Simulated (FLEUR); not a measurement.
Sn: equation of state with r2SCAN

Crystal: Sn.

```
Sn
1.0
    -2.02919    2.02919    1.66076
     2.02919   -2.02919    1.66076
     2.02919    2.02919   -1.66076
Sn
1
Direct
  0.00000 0.00000 0.00000
```

This isn't the form of Sn at room conditions, which is tetragonal (white tin).

```yaml
Program: FLEUR MaX-R8.1 (later development tree)
Task: equation of state
Functional: r2SCAN
Potentials_or_basis: all-electron
Basis: FLAPW
Kmax: 4.1 1/bohr
k_mesh: 10 × 10 × 10
Occupations: fermi-dirac, width 0.05 eV
Spin: no spin polarisation
```

| Property | Result |
| --- | --- |
| Equilibrium volume | 27.12 Å³/atom |
| Bulk modulus at fixed shape and positions | 51 GPa |

Energy against volume, from the lowest point:
| volume (Å³/atom) | energy (meV/atom) |
| --- | --- |
| 25.712 | 12.91 |
| 26.259 | 4.36 |
| 27.353 | 0.00 |
| 28.448 | 8.98 |
| 28.995 | 17.64 |

Caveat: the meta-GGA is that of a development version, with a GGA for the radial functions and cores and without core tails; the cell was scaled at fixed shape and fractional positions, which overstates the stiffness of a crystal with free parameters, most of all of layers and chains.
